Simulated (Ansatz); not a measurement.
Runs of Ansatz 0.2.0 on SnO2 (Cassiterite). Symmetry: P4_2/mnm, No. 136, tetragonal system. Conventional cell: a = 4.738 Å, b = 4.738 Å, c = 3.187 Å, α = 90.00°, β = 90.00°, γ = 90.00°. Sn (site symmetry mmm) is surrounded by 6 O at 2.05 to 2.06 Å. O (site symmetry m2m) is surrounded by 3 Sn at 2.05 to 2.06 Å. 

| task | level | potentials or basis | cell | k mesh | cutoff (eV) | points for each segment of the path | gap on the mesh (eV) | pressure (GPa) | V0 of scaled cells (Å³/atom) | B0 (GPa) | largest force (eV/Å) |
| --- | --- | --- | --- | --- | --- | --- | --- | --- | --- | --- | --- |
| band structure | BPBE | Ansatz PAW | as given | 6 × 6 × 8 | 420 | 14 | 1.28 | 10.6 | - | - | 0.27 |
| equation of state | BLYP+D3(BJ) | Ansatz PAW | as given | 6 × 6 × 8 | 420 | - | - | - | 12.51 | 183 | - |
| equation of state | PBE | Ansatz NC | as given | 6 × 6 × 8 | 1240 | - | - | - | 12.58 | (b) | - |
| relaxation of cell and atoms | PBEsol+D4 | Ansatz PAW | relaxed | 6 × 6 × 8 | 420 | - | 1.02 | 0.0 | - | - | - |
| single point | PBE | Ansatz PAW | as given | 4 × 4 × 6 | 420 | - | 1.28 | (a) | - | - | 0.27 |

Alike in all rows: no spin polarisation; smearing fermi-dirac 0.05 eV.

Problem. Fill in the values left out.

Solution. (a) 11.1; (b) 182.

Caveats: spin-orbit coupling is left out, which moves the levels of the heavy elements (some runs); the PAW data sets come from PBE, with cores solved anew for the run's functional, which leaves a small shift of forces and pressure (some runs); the cell was scaled at fixed shape and fractional positions, which overstates the stiffness of a crystal with free parameters, most of all of layers and chains (some runs); the potentials were made for another functional, which shifts forces and pressure (some runs); the plane-wave basis is chosen anew once the cell has moved, so the energies of steps on either side of that aren't comparable (some runs).

A k mesh can miss the band edges, and the runs leave out spin-orbit coupling on Sn.
